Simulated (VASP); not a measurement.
A run of VASP 6.6.1 is set up as follows.

INCAR

```
  ALGO = Fast
  EDIFF = 1E-6
  ENCUT = 520
  GGA = PE
  ISIF = 2
  ISMEAR = 0
  LASPH = T
  LCHARG = F
  LREAL = F
  LWAVE = F
  NBANDS = 17
  NELM = 100
  PREC = Accurate
  SIGMA = 0.1
```

Contents of KPOINTS:

```
k-points
0
Gamma
  6 6 4
```

POSCAR

```
Ca
1.0
    1.9712759950     -3.3954901800      0.0000000000
    1.9712759950      3.3954901800      0.0000000000
    0.0000000000      0.0000000000      6.5091117400
Ca
2
Direct
    0.8355866000      0.1644134000      0.2500000000
    0.1644134000      0.8355866000      0.7500000000
```

Potentials or basis: VASP PAW PBE potentials, release 64 (Ca_sv).

The run is started by

```console
$ cat potpaw_PBE.64/Ca_sv/POTCAR > POTCAR
$ mpirun -np 1 vasp_std > vasp.out
```

(1) What does it give for the largest force?

(2) Predict the pressure.

(3) What does it give for the band gap on the k mesh?

Results:

(1) 0.017 eV/Å.

(2) -0.5 GPa.

(3) none (metal or under the smearing width).
